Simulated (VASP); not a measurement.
# Ir (P6_3/mmc) in VASP: a series of runs

One crystal, Ir, is run at these levels: r2SCAN, PBE; tasks: single point.

Program: VASP 6.6.1. These are calculated values, not measurements. Logs are shortened: lines on timing, memory, paths and dates and some standing lists are left out, and cuts for length are marked.

## (1) Starting point

It takes space group P6_3/mmc (No. 194, hexagonal). Conventional cell: a = 2.729 Å, b = 2.729 Å, c = 4.421 Å, α = 90.00°, β = 90.00°, γ = 120.00°. Ir (site symmetry -6m2) is surrounded by 12 Ir at 2.71 to 2.73 Å.

The cell was built by a generator and needn't be a form met in nature.

## (2) Single point, r2SCAN

The input, POSCAR:

```
Ir
1.0
    2.7294192224      0.0000000000      0.0000000000
   -1.3647096112      2.3637463842      0.0000000000
    0.0000000000      0.0000000000      4.4209335862
Ir
2
Direct
    0.3333333333      0.6666666667      0.7500000000
    0.6666666667      0.3333333333      0.2500000000
```

The input, INCAR.step1:

```
PREC = Accurate ; ENCUT = 520
ISMEAR = -5 ; SIGMA = 0.05
LREAL = False ; LASPH = True
NELM = 100 ; LMAXMIX = 4
NBANDS = 16 ; GGA = PE
ALGO = Normal ; EDIFF = 1E-4
LWAVE = True ; LCHARG = False
```

The input, INCAR.step2:

```
PREC = Accurate ; ENCUT = 520
EDIFF = 1E-7 ; ISMEAR = 0
SIGMA = 0.05 ; LREAL = False
LASPH = True ; NELM = 100
ALGO = Normal ; ISIF = 2
LWAVE = False ; LCHARG = False
LMAXMIX = 4 ; METAGGA = R2SCAN
LMIXTAU = True ; LORBIT = 11
NBANDS = 16 ; ISTART = 1
```

The input, KPOINTS:

```
regular mesh
0
Gamma
  18 18 10
```

Potentials or basis: VASP PAW PBE potentials, release 64 (Ir).

Started as:

```bash
$ cat potpaw_PBE.64/Ir/POTCAR > POTCAR
$ cp INCAR.step1 INCAR
$ mpirun -np 1 vasp_std > vasp.out
$ cp INCAR.step2 INCAR
$ mpirun -np 1 vasp_std > vasp.out
```

OUTCAR:

```text
PREC = Accurate
   ENCUT = 520
   EDIFF = 1E-7
   ISMEAR = 0
   LREAL = False
   LASPH = True
   NELM = 100
   ISIF = 2
   METAGGA = R2SCAN
   LORBIT = 11
   ISTART = 1

 ion  position               nearest neighbor table
   1  0.333  0.667  0.750-   2 2.71   2 2.71   2 2.71   2 2.71   2 2.71   2 2.71
   2  0.667  0.333  0.250-   1 2.71   1 2.71   1 2.71   1 2.71   1 2.71   1 2.71

  LATTYP: Found a hexagonal cell.
 ALAT       =     2.7294192224
 C/A-ratio  =     1.6197341727

  Lattice vectors:

 A1 = (   2.7294192224,   0.0000000000,   0.0000000000)
 A2 = (  -1.3647096112,   2.3637463842,   0.0000000000)
 A3 = (   0.0000000000,   0.0000000000,   4.4209335862)

Analysis of symmetry for initial positions (statically):
=====================================================================
 Subroutine PRICEL returns:
 Original cell was already a primitive cell.

 Routine SETGRP: Setting up the symmetry group for a
 hexagonal supercell.

 Subroutine GETGRP returns: Found 24 space group operations
 (whereof 12 operations were pure point group operations)
 out of a pool of 24 trial point group operations.

The static configuration has the point symmetry D_3d.
 The point group associated with its full space group is D_6h.

Analysis of symmetry for dynamics (positions and initial velocities):
=====================================================================
 Subroutine PRICEL returns:
 Original cell was already a primitive cell.

 Routine SETGRP: Setting up the symmetry group for a
 hexagonal supercell.

 Subroutine GETGRP returns: Found 24 space group operations
 (whereof 12 operations were pure point group operations)
 out of a pool of 24 trial point group operations.

The dynamic configuration has the point symmetry D_3d.
 The point group associated with its full space group is D_6h.

 Subroutine INISYM returns: Found 24 space group operations
 (whereof 12 operations are pure point group operations),
 and found     1 'primitive' translations

----------------------------------------------------------------------------------------

                                     Primitive cell

  volume of cell :      28.5223

  direct lattice vectors                    reciprocal lattice vectors
     2.729419222  0.000000000  0.000000000     0.366378309  0.211528615  0.000000000
    -1.364709611  2.363746384  0.000000000     0.000000000  0.423057231  0.000000000
     0.000000000  0.000000000  4.420933586     0.000000000  0.000000000  0.226196567

  length of vectors
     2.729419222  2.729419222  4.420933586     0.423057231  0.423057231  0.226196567

  position of ions in fractional coordinates (direct lattice)
     0.333333333  0.666666667  0.750000000
     0.666666667  0.333333333  0.250000000

  ion indices of the primitive-cell ions
   primitive index   ion index
                 1           1
                 2           2

----------------------------------------------------------------------------------------

 KPOINTS: regular mesh

Automatic generation of k-mesh.
 Grid dimensions read from file:
 generate k-points for:   18   18   10

 Generating k-lattice:

  Cartesian coordinates                     Fractional coordinates (reciprocal lattice)
     0.020354351  0.011751590  0.000000000     0.055555556  0.000000000  0.000000000
     0.000000000  0.023503179  0.000000000     0.000000000  0.055555556  0.000000000
     0.000000000  0.000000000  0.022619657     0.000000000  0.000000000  0.100000000

  Length of vectors
     0.023503179  0.023503179  0.022619657

  Shift w.r.t. Gamma in fractional coordinates (k-lattice)
     0.000000000  0.000000000  0.000000000

 Subroutine IBZKPT returns following result:
 ===========================================

 Found    222 irreducible k-points:

 Following reciprocal coordinates:
            Coordinates               Weight
  0.000000  0.000000  0.000000      1.000000
  0.055556  0.000000  0.000000      6.000000
  0.111111  0.000000  0.000000      6.000000
  0.166667  0.000000  0.000000      6.000000
  0.222222  0.000000  0.000000      6.000000
  0.277778  0.000000  0.000000      6.000000
[... 16 lines left out ...]
  0.333333  0.111111  0.000000     12.000000
  0.388889  0.111111  0.000000     12.000000
 [... further k-points ...]
   k-points           NKPTS =    222   k-points in BZ     NKDIM =    222   number of bands    NBANDS=     16
   number of dos      NEDOS =    301   number of ions     NIONS =      2
   total plane-waves  NPLWV =  14400
   dimension x,y,z NGX =    20 NGY =   20 NGZ =   36
   dimension x,y,z NGXF=    40 NGYF=   40 NGZF=   72
   ions per type =               2
   NGX,Y,Z   is equivalent  to a cutoff of  12.18, 12.18, 13.54 a.u.
   NGXF,Y,Z  is equivalent  to a cutoff of  24.36, 24.36, 27.08 a.u.
 SYSTEM =  unknown system
   PREC   = accura    normal or accurate (medium, high low for compatibility)
   ISTART =      1    job   : 0-new  1-cont  2-samecut
   ICHARG =      0    charge: 1-file 2-atom 10-const
   ISPIN  =      1    spin polarized calculation?
   LNONCOLLINEAR =      F non collinear calculations
   LSORBIT =      F    spin-orbit coupling
   LASPH  =      T    aspherical Exc in radial PAW
   ENCUT  =  520.0 eV  38.22 Ry    6.18 a.u.   5.07  5.07  8.22*2*pi/ulx,y,z
   NELM   =    100;   NELMIN=  2; NELMDL=  0     # of ELM steps
   EDIFF  = 0.1E-06   stopping-criterion for ELM
   LREAL  =      F    real-space projection
   EDIFFG = 0.1E-05   stopping-criterion for IOM
   NSW    =      0    number of steps for IOM
   IBRION =     -1    ionic relax: 0-MD 1-quasi-New 2-CG
   NFREE  =      0    steps in history (QN), initial steepest desc. (CG)
   ISIF   =      2    stress and relaxation
   ISYM   =      2    0-nonsym 1-usesym 2-fastsym
   POTIM  = 0.5000    time-step for ionic-motion
   TEBEG  =    0.0;   TEEND  =   0.0 temperature during run
   PSTRESS=    0.0 pullay stress
   NELECT =      18.0000    total number of electrons
   NUPDOWN=      -1.0000    fix difference up-down
   EMIN   =  10.00;   EMAX   =-10.00  energy-range for DOS
   EFERMI =   0.00;   METHOD = LEGACY
   ISMEAR =     0;   SIGMA  =   0.05  broadening in eV -4-tet -1-fermi 0-gaus
   EFERMI_NEDOS =   21; number of points for ismear=-14 and -15
   IALGO  =     38    algorithm
   IMIX   =      4    mixing-type and parameters
     AMIX     =   0.40;   BMIX     =  1.00
     AMIX_MAG =   1.60;   BMIX_MAG =  1.00
  volume/ion in A,a.u.               =      14.26        96.24
  Fermi-wavevector in a.u.,A,eV,Ry     =   1.404227  2.653604 26.828692  1.971853
  Thomas-Fermi vector in A             =   2.526810
   LORBIT       =     11    0 simple, 1 ext, 2 COOP (PROOUT), +10 PAW based schemes
   METAGGA = R2SCAN    functional components
   LHFCALC =     F    Hartree Fock is set to
   AEXX    =    0.0000 exact exchange contribution
   IVDW    =     0    specifies the selected vdW correction
   LEPSILON=     F    determine dielectric tensor
   LRPA    =     F    only Hartree local field effects (RPA)
 non-spin polarized calculation
 Gauss-broadening in eV      SIGMA  =   0.05
  energy-cutoff  :      520.00
  volume of cell :       28.52
 maximum number of plane-waves:       785
   NGX = 11   NGY = 11   NGZ = 17

 number of electron      18.0000000 magnetization

 Free energy of the ion-electron system (eV)
  ---------------------------------------------------
  ext. energy  EPLUGINS =         0.00000000
  ---------------------------------------------------
  free energy    TOTEN  =      -104.55778413 eV

  energy without entropy =     -104.55541224  energy(sigma->0) =     -104.55659819

 E-fermi :  10.1843     XC(G=0): -15.2805

 val. band max:       10.1762114659   @ k =   0.3889   0.0000   0.0000
 cond. band min:      10.1908546565   @ k =   0.3333   0.3333   0.1000
 fundamental gap:      0.0146431906
 Fermi energy:        10.1842843240

 k-point     1 :       0.0000    0.0000    0.0000
  band No.  band energies     occupation
      1      -1.4078      2.00000
      2       1.7283      2.00000
      3       6.1258      2.00000
      4       6.2163      2.00000
      5       6.2163      2.00000
      6       6.8913      2.00000
[... 8 lines left out ...]
     15      27.4982      0.00000
     16      28.5435      0.00000

 k-point     2 :       0.0556    0.0000    0.0000
  band No.  band energies     occupation
      1      -1.2820      2.00000
      2       1.8406      2.00000
      3       5.8717      2.00000
      4       6.3216      2.00000
      5       6.4442      2.00000
      6       6.8221      2.00000
[... 8 lines left out ...]
     15      27.6625      0.00000
     16      28.7369      0.00000

 k-point     3 :       0.1111    0.0000    0.0000
  band No.  band energies     occupation
      1      -0.9146      2.00000
      2       2.1554      2.00000
      3       5.5310      2.00000
      4       6.5747      2.00000
      5       6.6327      2.00000
      6       6.8073      2.00000
[... 8 lines left out ...]
     15      28.0979      0.00000
     16      29.0950      0.00000

 k-point     4 :       0.1667    0.0000    0.0000
  band No.  band energies     occupation
      1      -0.3380      2.00000
      2       2.5907      2.00000
      3       5.2012      2.00000
      4       6.0999      2.00000
      5       6.3339      2.00000
      6       7.1164      2.00000
[... 8 lines left out ...]
     15      28.3994      0.00000
     16      28.8019      0.00000

 k-point     5 :       0.2222    0.0000    0.0000
  band No.  band energies     occupation
      1       0.3852      2.00000
      2       2.9527      2.00000
      3       5.0446      2.00000
      4       5.2272      2.00000
      5       6.1222      2.00000
      6       6.8043      2.00000
[... 8 lines left out ...]
     15      27.6113      0.00000
     16      27.6828      0.00000

 k-point     6 :       0.2778    0.0000    0.0000
  band No.  band energies     occupation
      1       1.1472      2.00000
      2       3.0080      2.00000
      3       4.4719      2.00000
      4       5.1984      2.00000
      5       6.1168      2.00000
      6       6.5071      2.00000
[... 8 lines left out ...]
     15      26.1312      0.00000
     16      26.6103      0.00000
[... 267 lines left out ...]
 k-point    21 :       0.2222    0.1111    0.0000
  band No.  band energies     occupation
      1       1.4785      2.00000
      2       3.3764      2.00000
      3       4.3817      2.00000
      4       4.7253      2.00000
      5       6.0816      2.00000
      6       6.1646      2.00000
[... 8 lines left out ...]
     15      24.3097      0.00000
     16      26.8722      0.00000

 k-point    22 :       0.2778    0.1111    0.0000
  band No.  band energies     occupation
      1       2.1488      2.00000
      2       3.1845      2.00000
      3       3.8330      2.00000
      4       5.0644      2.00000
      5       5.9103      2.00000
      6       6.4343      2.00000
[... 8 lines left out ...]
     15      22.9428      0.00000
     16      26.1386      0.00000

 k-point    23 :       0.3333    0.1111    0.0000
  band No.  band energies     occupation
      1       2.5714      2.00000
      2       2.9555      2.00000
      3       3.4274      2.00000
      4       5.5379      2.00000
      5       5.8161      2.00000
      6       6.6708      2.00000
[... 8 lines left out ...]
     15      21.6599      0.00000
     16      25.5882      0.00000

 k-point    24 :       0.3889    0.1111    0.0000
  band No.  band energies     occupation
      1       2.7318      2.00000
      2       2.8172      2.00000
      3       3.1791      2.00000
      4       5.7843      2.00000
      5       6.0119      2.00000
      6       6.4721      2.00000
[... 8 lines left out ...]
     15      21.1839      0.00000
     16      24.1181      0.00000

 [... further k-points ...]
[... 5 lines left out ...]
  --------------------------------------------------------------------------------------
  -------------------------------------------------------------------------------------
  Total        0.4300157      0.4300157      0.4614709      0.0000000      0.0000000      0.0000000
  in kB       24.1551538     24.1551538     25.9220776      0.0000000      0.0000000      0.0000000
  external PRESSURE =      24.7441284 kB  Pullay stress =       0.0000000 kB

 VOLUME and BASIS-vectors are now :
 -----------------------------------------------------------------------------
  energy-cutoff  :      520.00
  volume of cell :       28.52
      direct lattice vectors                 reciprocal lattice vectors
     2.729419222  0.000000000  0.000000000     0.366378309  0.211528615  0.000000000
    -1.364709611  2.363746384  0.000000000     0.000000000  0.423057231  0.000000000
     0.000000000  0.000000000  4.420933586     0.000000000  0.000000000  0.226196567

 POSITION                                       TOTAL-FORCE (eV/Angst)
 -----------------------------------------------------------------------------------
     -0.00000      1.57583      3.31570        -0.000000      0.000000      0.000000
      1.36471      0.78792      1.10523         0.000000     -0.000000      0.000000
 -----------------------------------------------------------------------------------
    total drift:                               -0.000000      0.000000     -0.000000

  FREE ENERGIE OF THE ION-ELECTRON SYSTEM (eV)
  ---------------------------------------------------
  free  energy   TOTEN  =      -104.5577841305 eV

  energy  without entropy=     -104.5554122429  energy(sigma->0) =     -104.55659819

 total charge

# of ion       s       p       d       tot
------------------------------------------
    1        0.668   0.735   6.965   8.368
    2        0.668   0.735   6.965   8.368
--------------------------------------------------
tot          1.337   1.470  13.929  16.736
```

It took 4.8 min on 1 thread of Intel Xeon Platinum 8259CL at 2.50GHz (Skylake/Cascade Lake), shared host; peak memory 0.22 GiB.

Results:

* Free energy: -104.5578 eV
* Pressure: 2.5 GPa
* Band gap on the k mesh: none (metal or under the smearing width)
* Valence electrons inside the program's atomic spheres: Ir 8.37

Levels at points of the mesh, in eV from the Fermi level:
```csv
k point,band 7,band 8,band 9,band 10,band 11,band 12
"(0.00, 0.00, 0.00)",-3.29,-2.49,-2.49,-0.77,0.26,0.26
"(0.50, 0.00, 0.00)",-3.08,0.71,0.97,1.14,3.05,4.58
"(0.00, 0.00, 0.50)",-4.10,-4.10,-0.51,-0.51,-0.51,-0.51
"(0.50, 0.00, 0.50)",-0.98,-0.98,0.96,0.96,2.10,2.10
```

Caveat: the PAW data sets were made with another functional, which shifts forces and pressure a little.

## (3) Single point, PBE

This run uses another cell than the first one, of 14.58 Å³/atom, 1.023 times its volume.

The input, INCAR:

```
PREC = Accurate
ENCUT = 520
EDIFF = 1E-7
ISMEAR = 0
SIGMA = 0.05
LREAL = False
LASPH = True
NELM = 100
ALGO = Normal
ISIF = 2
LWAVE = False
LCHARG = False
GGA = PE
NBANDS = 16
```

The input, KPOINTS:

```
Automatic mesh
0
Gamma
  8 8 4
```

The input, POSCAR:

```
Ir
1.0
    2.7640160070      0.0000000000      0.0000000000
   -1.3820080035      2.3937080786      0.0000000000
    0.0000000000      0.0000000000      4.4081888939
Ir
2
Direct
    0.3333333333      0.6666666667      0.7500000000
    0.6666666667      0.3333333333      0.2500000000
```

Potentials or basis: VASP PAW PBE potentials, release 64 (Ir).

Started as:

```bash
$ cat potpaw_PBE.64/Ir/POTCAR > POTCAR
$ mpirun -np 1 vasp_std > vasp.out
```

Wall time 14 s (1 thread of Intel Xeon Platinum 8259CL at 2.50GHz (Skylake/Cascade Lake), shared host); peak memory 0.16 GiB.

It converged, with:

| Property | Result |
| --- | --- |
| Free energy | -17.5128 eV |
| Pressure | 0.5 GPa |
| Band gap on the k mesh | none (metal or under the smearing width) |

Stress tensor (GPa, compression positive):
```
0.45 0.00 0.00
0.00 0.45 0.00
0.00 0.00 0.54
```

Levels at points of the mesh, in eV from the Fermi level:
```csv
k point,band 6,band 7,band 8,band 9,band 10,band 11,band 12,band 13
"(0.00, 0.00, 0.00)",-3.03,-3.03,-2.44,-2.44,-0.60,0.24,0.24,7.01
"(0.50, 0.00, 0.00)",-3.35,-2.79,0.56,0.98,1.00,2.78,4.17,8.12
"(0.00, 0.00, 0.50)",-3.86,-3.86,-3.86,-0.47,-0.47,-0.47,-0.47,13.63
"(0.50, 0.00, 0.50)",-2.13,-0.95,-0.95,0.82,0.82,1.95,1.95,7.35
```

The run has no spin-orbit coupling, so splittings on Ir are missing.
